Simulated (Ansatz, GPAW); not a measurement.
# Ballistic transport through C2 in line between two Ir chains, from relaxation to T(E)

Wanted: T(E) of C2 in line between two Ir chains at a relaxed geometry in two programs, beside the unrelaxed structure.

Program: GPAW 26.7.0 and Ansatz 0.2.0. Level of theory: Ansatz plane waves; relaxation of the junction with the lead ends held, in the first sound run; inputs show where later runs differ. Results are calculated unless marked as measured.

## Step 1: Set-up

The cell holds 18 atoms: 16 Ir and 2 C. Its edges and angles: a = 9.000 Å, b = 9.000 Å, c = 39.257 Å, α = 90.0°, β = 90.0°, γ = 90.0°. Regions: left lead, 8 atoms (8 Ir); channel, 2 atoms (2 C); right lead, 8 atoms (8 Ir). Vacuum lies along a and b. The structure is stacked along c, and the current runs across the ab planes.

## Step 2: Relaxation

Transmission follows bond lengths closely, so the atoms between the held lead ends are relaxed first, from a slightly shaken start that lets symmetry break.

input.yaml

```yaml
crystal:
  lattice:
    - [9.0, 0.0, 0.0]
    - [0.0, 9.0, 0.0]
    - [0.0, 0.0, 39.257]
  atoms:
    - { symbol: Ir, position: [0.5, 0.5, 0.0292941386] }
    - { symbol: Ir, position: [0.5, 0.5, 0.0878824159] }
    - { symbol: Ir, position: [0.5, 0.5, 0.1464706931] }
    - { symbol: Ir, position: [0.5, 0.5, 0.2050589704] }
    - { symbol: Ir, position: [0.5, 0.5, 0.2636472476] }
    - { symbol: Ir, position: [0.5, 0.5, 0.3222355249] }
    - { symbol: Ir, position: [0.4985588666, 0.4962330108, 0.38133875] }
    - { symbol: Ir, position: [0.4963072847, 0.5067130519, 0.4401182811] }
    - { symbol: C, position: [0.4988024569, 0.5019017191, 0.4854382065] }
    - { symbol: C, position: [0.5094465647, 0.4969224511, 0.5166072856] }
    - { symbol: Ir, position: [0.5017258021, 0.4990681632, 0.5614225729] }
    - { symbol: Ir, position: [0.5016892477, 0.5035874695, 0.6187743085] }
    - { symbol: Ir, position: [0.5, 0.5, 0.6777644751] }
    - { symbol: Ir, position: [0.5, 0.5, 0.7363527524] }
    - { symbol: Ir, position: [0.5, 0.5, 0.7949410296] }
    - { symbol: Ir, position: [0.5, 0.5, 0.8535293069] }
    - { symbol: Ir, position: [0.5, 0.5, 0.9121175841] }
    - { symbol: Ir, position: [0.5, 0.5, 0.9707058614] }
kpoints:
  mp_grid: { grid: [1, 1, 2] }
hamiltonian:
  xc: pbe
scf:
  occupations: { method: fermi_dirac, width: 0.1 }
relax:
  f_tol: 0.03
  max_steps: 80
  constraints: [{ sites: [0, 1, 2, 3, 4, 5, 12, 13, 14, 15, 16, 17] }]
```

Launch:

```console
ansatz run input.yaml --threads 4 --pin off --max-ram 8192MiB --backend cpu --events-out ev --progress --plain --runs-dir out
```

Numbers of over 12 decimals in the logs are rounded to 6 here.

Log:

```text
Engine: ansatz 0.2.0, x86_64-unknown-linux-gnu
Pseudopotentials: kind: paw
Pseudopotential: Ir, paw, valence charge 17, recommended cutoff 420 eV (normal), Ir.paw.azcp
Pseudopotential: C, paw, valence charge 4, recommended cutoff 420 eV (normal), C.paw.azcp
Functional definition: PBE
  parameter kappa = 0.804
  parameter beta = 0.066725
  exchange = pbe_x(kappa = kappa, mu = beta*pi^2/3)
  correlation = pbe_c(beta = beta)
Crystal: 18 atoms, lattice volume = 3179.817 Å³
Basis set: ecut = 420 eV, 62007 PW (Γ), exchange–correlation on 128×128×540 points (8 copies of the dense FFT grid, shifted against one another)
Bands: 168, of which v1, the nominal top of the filled ones, is band 140 counted from 1 (139 counted from 0)
Symmetry: 1 space group operations
Space group: P1 (ITA 1), of the structure as read, at distance tolerance 1.5e-4 Å
k-points: 2
Non-local potential: Ir, projectors of the file, l = 0: 3, l = 1: 2, l = 2: 2, l = 3: 1
Non-local potential: C, projectors of the file, l = 0: 2, l = 1: 2, l = 2: 1
PAW form: soft (Blöchl's): semilocal exchange-correlation on the pseudo side does not see the compensation charge
PAW one-centre angular grid: Ir, 590 points (default); XC on 64 Gauss nodes
PAW one-centre angular grid: C, 110 points (default); XC on 64 Gauss nodes
Initial density: superposition of atomic densities (neutral atoms: chi_scale 0, normalization atom), corrected by the library's trained network
Initial wavefunctions: pseudopotential atomic-orbital guess
Functional: x = pbe(κ = 0.804, μ = 0.219515), c = pbe(β = 0.066725)
SCF iter   1: F=—  HF=-191402.156422 eV  |F-HF|=—  |Δ(HF+E_count)|=         —  Δρ=7.99e-3  dr2=2.97e0  ethr=1.77e-3  ⟨swp⟩=6.5  Hψ=1221  notcnv=0  defer=1
preconditioner: auto → LDOS  [metal: Δε(μ)=0.067 eV  Ē_g=3.819 eV  σ=0.100 eV  W_gap=0.17  n_scr=330 (ndim 8)  ℏωp=8.1 eV  f_vac=0.757  D(μ)=53.45/eV (n_scr^D=288)  β→1.0]
SCF iter   2: F=—  HF=-191402.216390 eV  |F-HF|=—  |Δ(HF+E_count)|=   6.00e-2  Δρ=2.68e-3  dr2=3.30e-1  ethr=1.06e-3  ⟨swp⟩=2.0  Hψ=588  notcnv=0  defer=4
SCF iter   3: F=—  HF=-191402.212247 eV  |F-HF|=—  |Δ(HF+E_count)|=   4.14e-3  Δρ=1.65e-3  dr2=1.78e-1  ethr=1.18e-4  ⟨swp⟩=2.0  Hψ=616  notcnv=0  defer=4
SCF iter   4: F=—  HF=-191402.177410 eV  |F-HF|=—  |Δ(HF+E_count)|=   3.48e-2  Δρ=5.24e-4  dr2=1.12e-2  ethr=6.37e-5  ⟨swp⟩=2.0  Hψ=433  notcnv=0  defer=4
SCF iter   5: F=—  HF=-191402.176579 eV  |F-HF|=—  |Δ(HF+E_count)|=   8.31e-4  Δρ=1.75e-4  dr2=2.62e-3  ethr=3.98e-6  ⟨swp⟩=2.0  Hψ=456  notcnv=0  defer=4
SCF iter   6: F=—  HF=-191402.176558 eV  |F-HF|=—  |Δ(HF+E_count)|=   2.10e-5  Δρ=8.73e-5  dr2=5.15e-4  ethr=9.35e-7  ⟨swp⟩=2.0  Hψ=385  notcnv=0  defer=4
SCF iter   7: F=—  HF=-191402.176550 eV  |F-HF|=—  |Δ(HF+E_count)|=   8.20e-6  Δρ=4.00e-5  dr2=1.10e-4  ethr=1.84e-7  ⟨swp⟩=1.5  Hψ=348  notcnv=0  defer=4
SCF iter   8: F=-191402.176540 eV  HF=-191402.176552 eV  |F-HF|=1.24e-5  |Δ(HF+E_count)|=   2.36e-6  Δρ=1.57e-5  dr2=1.69e-5  ethr=8.04e-9  ⟨swp⟩=3.5  Hψ=1319  notcnv=0
SCF 1 converged in 8 iterations: F = -191402.176540 eV  dr2 = 1.69e-5
  greatest PAW one-centre occupation: 1.001 electrons in one spin orbital (limit 2), on the Ir atom at site 11 (counted from 0), in its partial waves of l = 1
relax step   1: F+E_penalty+E_count = -191402.17653993 eV  Δ(F+E_penalty+E_count) = +0.000e0 eV  max|allowed force component| = 3.490e0 eV/Å  Δτ_max = 0.0000 Å  (8 SCF iters, dr2 threshold 2.25e-5 eV, accepted)
Initial density: handed on by an earlier stage of this run
Initial wavefunctions: those handed on with the density
iter 1 solved again at ethr=3.26e-4 eV; its pass at ethr=3.10e-3 eV (dr2=9.13e-1 eV) is discarded
SCF iter   1: F=—  HF=-191402.790171 eV  |F-HF|=—  |Δ(HF+E_count)|=         —  Δρ=5.11e-3  dr2=8.01e-1  ethr=3.26e-4  ⟨swp⟩=1.5  Hψ=1075  notcnv=0  defer=4
preconditioner: auto → LDOS  [metal: Δε(μ)=0.004 eV  Ē_g=3.839 eV  σ=0.100 eV  W_gap=0.01  n_scr=330 (ndim 8)  ℏωp=8.1 eV  f_vac=0.768  D(μ)=53.51/eV (n_scr^D=288)  β→1.0]
SCF iter   2: F=—  HF=-191402.685445 eV  |F-HF|=—  |Δ(HF+E_count)|=   1.05e-1  Δρ=1.84e-3  dr2=1.37e-1  ethr=2.86e-4  ⟨swp⟩=2.0  Hψ=636  notcnv=0  defer=4
SCF iter   3: F=—  HF=-191402.665593 eV  |F-HF|=—  |Δ(HF+E_count)|=   1.99e-2  Δρ=8.83e-4  dr2=4.77e-2  ethr=4.89e-5  ⟨swp⟩=2.0  Hψ=593  notcnv=0  defer=4
SCF iter   4: F=—  HF=-191402.656995 eV  |F-HF|=—  |Δ(HF+E_count)|=   8.60e-3  Δρ=2.52e-4  dr2=3.97e-3  ethr=1.70e-5  ⟨swp⟩=2.0  Hψ=465  notcnv=0  defer=4
SCF iter   5: F=—  HF=-191402.656837 eV  |F-HF|=—  |Δ(HF+E_count)|=   1.58e-4  Δρ=1.20e-4  dr2=1.03e-3  ethr=1.42e-6  ⟨swp⟩=2.0  Hψ=432  notcnv=0  defer=4
SCF iter   6: F=—  HF=-191402.656874 eV  |F-HF|=—  |Δ(HF+E_count)|=   3.69e-5  Δρ=5.64e-5  dr2=1.94e-4  ethr=3.68e-7  ⟨swp⟩=1.5  Hψ=344  notcnv=0  defer=4
SCF iter   7: F=-191402.656839 eV  HF=-191402.656871 eV  |F-HF|=3.17e-5  |Δ(HF+E_count)|=   3.10e-6  Δρ=2.40e-5  dr2=3.99e-5  ethr=3.57e-8  ⟨swp⟩=3.0  Hψ=1134  notcnv=0
SCF 2 converged in 7 iterations: F = -191402.656839 eV  dr2 = 3.99e-5
  greatest PAW one-centre occupation: 1.001 electrons in one spin orbital (limit 2), on the Ir atom at site 6 (counted from 0), in its partial waves of l = 1
relax step   2: F+E_penalty+E_count = -191402.65683899 eV  Δ(F+E_penalty+E_count) = -4.803e-1 eV  max|allowed force component| = 9.192e-1 eV/Å  Δτ_max = 0.1895 Å  (7 SCF iters, dr2 threshold 1.00e-4 eV, accepted)
iter 1 solved again at ethr=1.53e-4 eV; its pass at ethr=3.10e-3 eV (dr2=4.27e-1 eV) is discarded
SCF iter   1: F=—  HF=-191403.166031 eV  |F-HF|=—  |Δ(HF+E_count)|=         —  Δρ=3.87e-3  dr2=3.85e-1  ethr=1.53e-4  ⟨swp⟩=2.0  Hψ=1110  notcnv=0  defer=4
preconditioner: auto → LDOS  [metal: Δε(μ)=0.018 eV  Ē_g=3.835 eV  σ=0.100 eV  W_gap=0.04  n_scr=330 (ndim 8)  ℏωp=8.1 eV  f_vac=0.767  D(μ)=51.27/eV (n_scr^D=288)  β→1.0]
SCF iter   2: F=—  HF=-191403.124217 eV  |F-HF|=—  |Δ(HF+E_count)|=   4.18e-2  Δρ=1.81e-3  dr2=8.75e-2  ethr=1.37e-4  ⟨swp⟩=2.0  Hψ=628  notcnv=0  defer=4
SCF iter   3: F=—  HF=-191403.108773 eV  |F-HF|=—  |Δ(HF+E_count)|=   1.54e-2  Δρ=8.02e-4  dr2=3.55e-2  ethr=3.13e-5  ⟨swp⟩=2.0  Hψ=620  notcnv=0  defer=4
SCF iter   4: F=—  HF=-191403.105275 eV  |F-HF|=—  |Δ(HF+E_count)|=   3.50e-3  Δρ=2.57e-4  dr2=3.79e-3  ethr=1.27e-5  ⟨swp⟩=1.5  Hψ=337  notcnv=0  defer=4
SCF iter   5: F=—  HF=-191403.105018 eV  |F-HF|=—  |Δ(HF+E_count)|=   2.57e-4  Δρ=9.86e-5  dr2=6.27e-4  ethr=1.35e-6  ⟨swp⟩=2.0  Hψ=469  notcnv=0  defer=4
SCF iter   6: F=—  HF=-191403.105041 eV  |F-HF|=—  |Δ(HF+E_count)|=   2.28e-5  Δρ=4.68e-5  dr2=1.52e-4  ethr=2.24e-7  ⟨swp⟩=2.0  Hψ=336  notcnv=0  defer=4
SCF iter   7: F=-191403.105016 eV  HF=-191403.105037 eV  |F-HF|=2.12e-5  |Δ(HF+E_count)|=   4.26e-6  Δρ=2.09e-5  dr2=2.89e-5  ethr=1.89e-8  ⟨swp⟩=4.0  Hψ=1107  notcnv=0
SCF 3 converged in 7 iterations: F = -191403.105016 eV  dr2 = 2.89e-5
  greatest PAW one-centre occupation: 1.000 electrons in one spin orbital (limit 2), on the Ir atom at site 11 (counted from 0), in its partial waves of l = 1
relax step   3: F+E_penalty+E_count = -191403.10501566 eV  Δ(F+E_penalty+E_count) = -4.482e-1 eV  max|allowed force component| = 1.246e0 eV/Å  Δτ_max = 0.1950 Å  (7 SCF iters, dr2 threshold 5.28e-5 eV, accepted)
[... from here on, the SCF cycles and remarks between the steps are left out ...]
relax step   4: F+E_penalty+E_count = -191403.72154085 eV  Δ(F+E_penalty+E_count) = -6.165e-1 eV  max|allowed force component| = 1.279e0 eV/Å  Δτ_max = 0.1942 Å  (7 SCF iters, dr2 threshold 1.00e-4 eV, accepted)
relax step   5: F+E_penalty+E_count = -191404.07593616 eV  Δ(F+E_penalty+E_count) = -3.544e-1 eV  max|allowed force component| = 7.170e-1 eV/Å  Δτ_max = 0.1948 Å  (7 SCF iters, dr2 threshold 1.00e-4 eV, accepted)
relax step   6: F+E_penalty+E_count = -191404.17230152 eV  Δ(F+E_penalty+E_count) = -9.637e-2 eV  max|allowed force component| = 2.444e-1 eV/Å  Δτ_max = 0.1995 Å  (7 SCF iters, dr2 threshold 1.00e-4 eV, accepted)
relax step   7: F+E_penalty+E_count = -191404.18598642 eV  Δ(F+E_penalty+E_count) = -1.368e-2 eV  max|allowed force component| = 1.462e-1 eV/Å  Δτ_max = 0.1699 Å  (8 SCF iters, dr2 threshold 6.94e-6 eV, accepted)
relax step   8: F+E_penalty+E_count = -191404.19283606 eV  Δ(F+E_penalty+E_count) = -6.850e-3 eV  max|allowed force component| = 1.763e-1 eV/Å  Δτ_max = 0.1149 Å  (8 SCF iters, dr2 threshold 2.48e-6 eV, accepted)
relax step   9: F+E_penalty+E_count = -191404.19444170 eV  Δ(F+E_penalty+E_count) = -1.606e-3 eV  max|allowed force component| = 2.107e-2 eV/Å  Δτ_max = 0.0782 Å  (5 SCF iters, dr2 threshold 1.11e-5 eV, accepted)
relax step  10: F+E_penalty+E_count = -191404.19444681 eV  Δ(F+E_penalty+E_count) = -5.111e-6 eV  max|allowed force component| = 2.045e-2 eV/Å  Δτ_max = 0.0000 Å  (5 SCF iters, accepted)
relax step  11: F+E_penalty+E_count = -191404.19463717 eV  Δ(F+E_penalty+E_count) = -1.904e-4 eV  max|allowed force component| = 4.692e-2 eV/Å  Δτ_max = 0.0582 Å  (8 SCF iters, accepted)
relax step  12: F+E_penalty+E_count = -191404.19484172 eV  Δ(F+E_penalty+E_count) = -2.046e-4 eV  max|allowed force component| = 3.763e-2 eV/Å  Δτ_max = 0.0057 Å  (5 SCF iters, dr2 threshold 2.07e-6 eV, accepted)
relax step  13: F+E_penalty+E_count = -191404.19498608 eV  Δ(F+E_penalty+E_count) = -1.444e-4 eV  max|allowed force component| = 2.492e-3 eV/Å  Δτ_max = 0.0201 Å  (6 SCF iters, dr2 threshold 9.11e-7 eV, accepted)
relax step  14: F+E_penalty+E_count = -191404.19498614 eV  Δ(F+E_penalty+E_count) = -6.516e-8 eV  max|allowed force component| = 2.478e-3 eV/Å  Δτ_max = 0.0000 Å  (3 SCF iters, accepted)
SCF iter   1: F=—  HF=-191404.195513 eV  |F-HF|=—  |Δ(HF+E_count)|=         —  Δρ=6.61e-4  dr2=7.50e-3  ethr=3.49e-5  ⟨swp⟩=3.0  Hψ=620  notcnv=0  defer=4
preconditioner: auto → LDOS  [metal: Δε(μ)=0.027 eV  Ē_g=3.735 eV  σ=0.100 eV  W_gap=0.07  n_scr=330 (ndim 8)  ℏωp=8.1 eV  f_vac=0.765  D(μ)=50.94/eV (n_scr^D=288)  β→1.0]
SCF iter   2: F=—  HF=-191404.195051 eV  |F-HF|=—  |Δ(HF+E_count)|=   4.63e-4  Δρ=3.86e-4  dr2=4.79e-3  ethr=2.68e-6  ⟨swp⟩=3.0  Hψ=657  notcnv=0  defer=4
SCF iter   3: F=—  HF=-191404.194184 eV  |F-HF|=—  |Δ(HF+E_count)|=   8.67e-4  Δρ=1.10e-4  dr2=3.58e-4  ethr=1.71e-6  ⟨swp⟩=2.0  Hψ=551  notcnv=0  defer=4
SCF iter   4: F=—  HF=-191404.194174 eV  |F-HF|=—  |Δ(HF+E_count)|=   9.47e-6  Δρ=2.43e-5  dr2=2.23e-5  ethr=1.28e-7  ⟨swp⟩=2.0  Hψ=486  notcnv=0  defer=4
SCF iter   5: F=—  HF=-191404.195061 eV  |F-HF|=—  |Δ(HF+E_count)|=   8.86e-4  Δρ=8.51e-6  dr2=2.93e-6  ethr=7.96e-9  ⟨swp⟩=2.0  Hψ=537  notcnv=0  defer=4
SCF iter   6: F=—  HF=-191404.195062 eV  |F-HF|=—  |Δ(HF+E_count)|=   1.77e-6  Δρ=3.78e-6  dr2=4.78e-7  ethr=1.05e-9  ⟨swp⟩=2.0  Hψ=491  notcnv=0  defer=4
SCF iter   7: F=-191404.195062 eV  HF=-191404.195063 eV  |F-HF|=4.89e-8  |Δ(HF+E_count)|=   7.51e-8  Δρ=1.29e-6  dr2=8.07e-8  ethr=3.57e-11  ⟨swp⟩=4.5  Hψ=1074  notcnv=0
SCF 15 converged in 7 iterations: F = -191404.195062 eV  dr2 = 8.07e-8
relax step  15: F+E_penalty+E_count = -191404.19506246 eV  Δ(F+E_penalty+E_count) = -7.632e-5 eV  max|allowed force component| = 1.236e-2 eV/Å  Δτ_max = 0.0397 Å  (7 SCF iters, accepted)
SCF converged after 7 iterations
Free energy (F): -191404.195062 eV
Harris-Foulkes:  -191404.195063 eV  (|F-HF|=4.89e-8)
Internal energy: -191402.587188 eV  (E = F + TS)
E sigma→0 (E₀):  -191403.391125 eV
Entropy (-TS):   -1.607874 eV (-89.326 meV/atom)
Fermi energy:    -3.510034 eV
--- Per-component energies (eV) ---
  E_band       = -8873.403508
  E_kinetic    = 10066.245380
  E_local      = -86040.456902  (includes V_loc(G=0)·N_el)
  E_nonlocal   = 1278.848253
  E_hartree    = 37188.249139
  E_xc         = -4303.881490
  E_vxc        = -4808.547921  (∫ρ·V_xc dr)
  E_paw        = -147787.253627  (= ΣΔE_a)
  E_vpaw       = -3745.988852  (= ΣTr[D̂ρ^β])
  E_aug_tail   = 0.001066  (compensation charges beyond the density's cutoff)
  E_ewald      = -1804.339008
  E_smearing   = -1.607874  (= −TS)
  E_closure    = 0.000000  (closes the sum)
  Σ components = -191404.195062   (vs F -191404.195062, Δ=0.00e0)
--- Forces (eV/Å), atoms counted from 1 ---
  atom   1  Ir    -0.00897727    -0.04924422     0.08817915
  atom   2  Ir    -0.00127988    -0.01983755     0.03641948
  atom   3  Ir    -0.00504467    -0.01079474    -0.20578733
  atom   4  Ir     0.00600717     0.01192663     0.14618092
  atom   5  Ir    -0.02774046    -0.24622799     0.49306749
  atom   6  Ir     0.04234809     0.33837165     1.13522165
  atom   7  Ir    -0.00051235     0.01057746    -0.00384967
  atom   8  Ir    -0.00050438    -0.01128147     0.01236311
  atom   9  C      0.00037367     0.00370226    -0.00034184
  atom  10  C      0.00050917    -0.00184728    -0.00974664
  atom  11  Ir    -0.00104850     0.00188413    -0.00743381
  atom  12  Ir    -0.00053148    -0.00045154     0.00831875
  atom  13  Ir    -0.06947944    -0.33506186    -1.13472356
  atom  14  Ir     0.05279919     0.24107581    -0.49258475
  atom  15  Ir     0.00180745    -0.01365780    -0.14627662
  atom  16  Ir    -0.00125677     0.01189681     0.20536353
  atom  17  Ir     0.00515340     0.01906741    -0.03601100
  atom  18  Ir     0.00736979     0.04976487    -0.08834639
  max |Σ_I F_I| component: 1.37e-4 eV/Å
--- Relaxed structure (15 steps of the walk, 15 accepted, 0 SCFs on fresh bases) ---
  F+E_penalty+E_count = -191404.19506246 eV   max|allowed force component| = 1.236e-2 eV/Å
  atoms:
    - { symbol: Ir, position: [0.5, 0.5, 0.0292941386] }
    - { symbol: Ir, position: [0.5, 0.5, 0.0878824159] }
    - { symbol: Ir, position: [0.5, 0.5, 0.1464706931] }
    - { symbol: Ir, position: [0.5, 0.5, 0.205059] }
    - { symbol: Ir, position: [0.5, 0.5, 0.263647] }
    - { symbol: Ir, position: [0.5, 0.5, 0.3222355249] }
    - { symbol: Ir, position: [0.492463, 0.426841, 0.381191] }
    - { symbol: Ir, position: [0.506210, 0.542671, 0.435760] }
    - { symbol: C, position: [0.502304, 0.506204, 0.483088] }
    - { symbol: C, position: [0.500231, 0.493512, 0.516882] }
    - { symbol: Ir, position: [0.492264, 0.457625, 0.564197] }
    - { symbol: Ir, position: [0.516362, 0.571420, 0.618787] }
    - { symbol: Ir, position: [0.5, 0.5, 0.677764] }
    - { symbol: Ir, position: [0.5, 0.5, 0.736353] }
    - { symbol: Ir, position: [0.5, 0.5, 0.794941] }
    - { symbol: Ir, position: [0.5, 0.5, 0.8535293069] }
    - { symbol: Ir, position: [0.5, 0.5, 0.912118] }
    - { symbol: Ir, position: [0.5, 0.5, 0.9707058614] }
```

Wall time 2.1 min (4 threads of Intel Xeon Platinum 8559C (Emerald Rapids), shared host); peak memory 4.7 GiB.

Step by step:

| step | energy less that of the first step (eV) | largest force component (eV/Å) |
| --- | --- | --- |
| 1 | 0.0000 | 3.4901 |
| 2 | -0.4803 | 0.9192 |
| 3 | -0.9285 | 1.2463 |
| 4 | -1.5450 | 1.2789 |
| 5 | -1.8994 | 0.7170 |
| 6 | -1.9958 | 0.2444 |
| 7 | -2.0094 | 0.1462 |
| 8 | -2.0163 | 0.1763 |
| 9 | -2.0179 | 0.0211 |
| 10 | -2.0179 | 0.0205 |
| 11 | -2.0181 | 0.0469 |
| 12 | -2.0183 | 0.0376 |
| 13 | -2.0184 | 0.0025 |
| 14 | -2.0184 | 0.0025 |
| 15 | -2.0185 | 0.0124 |

The atoms that moved most (Å):

| atom | dx | dy | dz | length |
| --- | --- | --- | --- | --- |
| Ir7 | -0.055 | -0.625 | -0.006 | 0.627 |
| Ir12 | 0.132 | 0.610 | 0.000 | 0.625 |
| Ir11 | -0.085 | -0.373 | 0.109 | 0.398 |
| Ir8 | 0.089 | 0.324 | -0.171 | 0.377 |
| C9 | 0.032 | 0.039 | -0.092 | 0.105 |
| C10 | -0.083 | -0.031 | 0.011 | 0.089 |

This step gave:

```
free energy         : -191404.1951 eV
smearing term TS    : 1.608 eV
symmetry operations : 1
```

The relaxation lowered the energy of the cell by 2.02 eV.

[end of part 1 of 3]

[Logs are printed without paths, hosts, clocks, repeated set-up lines and the standing remarks that a program may print on its own settings, such as how far it seeks lower states.]

[Hosts, paths, dates, database ids (printed as entryN), source tags and the programs' standing remarks are cut or masked in the printed files.]
